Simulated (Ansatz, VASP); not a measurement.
**WC (Qusongite): VASP beside Ansatz**

Contents of INCAR:

```
PREC = Accurate
ENCUT = 600
EDIFF = 1E-7
ISMEAR = 0
SIGMA = 0.1
LREAL = F
LASPH = T
NELM = 100
ALGO = Fast
ISIF = 3
LWAVE = F
LCHARG = F
GGA = PS
IBRION = 2
NSW = 70
EDIFFG = -0.005
```

Contents of KPOINTS:

```
Automatic mesh
0
Gamma
  18 18 14
```

POSCAR

```
WC
1.0
    2.9216789202      0.0000000000      0.0000000000
   -1.4608394601      2.5302481666      0.0000000000
    0.0000000000      0.0000000000      2.8470525734
W C
1 1
Direct
    0.0000000000      0.0000000000      0.0000000000
    0.6666666667      0.3333333333      0.5000000000
```

Input for Ansatz:

```yaml
crystal:
  lattice:
    - [2.9216789202, 0.0, 0.0]
    - [-1.4608394601, 2.5302481666, 0.0]
    - [0.0, 0.0, 2.8470525734]
  atoms:
    - { symbol: W, position: [0.0, 0.0, 0.0] }
    - { symbol: C, position: [0.6666666667, 0.3333333333, 0.5] }
basis:
  ecutwfc: 420
kpoints:
  mp_grid: { grid: [18, 18, 14] }
hamiltonian:
  xc: pbesol
scf:
  occupations: { method: gaussian, width: 0.1 }
output:
  forces: true
  stress: true
  eigenvalues: true
relax:
  adjacent_minimum: "off"
  f_tol: 0.005
  max_steps: 50
  cell: { stress_tol: 0.05 }
```

Alike in both runs: task relaxation of cell and atoms; functional PBEsol; k mesh 18 × 18 × 14; occupations gaussian, width 0.1 eV; no spin polarisation.

|  | VASP | Ansatz |
| --- | --- | --- |
| version | VASP 6.6.1 | Ansatz 0.2.0 |
| potentials or method | VASP PAW PBE potentials, release 64 (W_sv, C) | scalar-relativistic, plane waves, PAW |
| plane-wave cutoff (eV) | 600 | 420 |
| valence electrons in the cell | 18 | 18 |

|  | VASP | Ansatz | Ansatz less VASP |
| --- | --- | --- | --- |
| gap on the k mesh at the Fermi level, each at its own relaxed structure (eV) | none | none | - |
| relaxed volume (Å³/atom) | 10.32 | 10.29 | -0.029 |
| relaxed cell length with the largest relative difference (Å) | 2.831 | 2.828 | -0.0030 |
| energy change over the relaxation (meV/atom) | -5 | -7 | -1.6 |

A gap of «none» marks a metal or a gap that the smearing closes.

Caveats: the PAW data sets were made with another functional, which shifts forces and pressure a little (VASP). Spin-orbit coupling is left out, which matters for the levels of W.
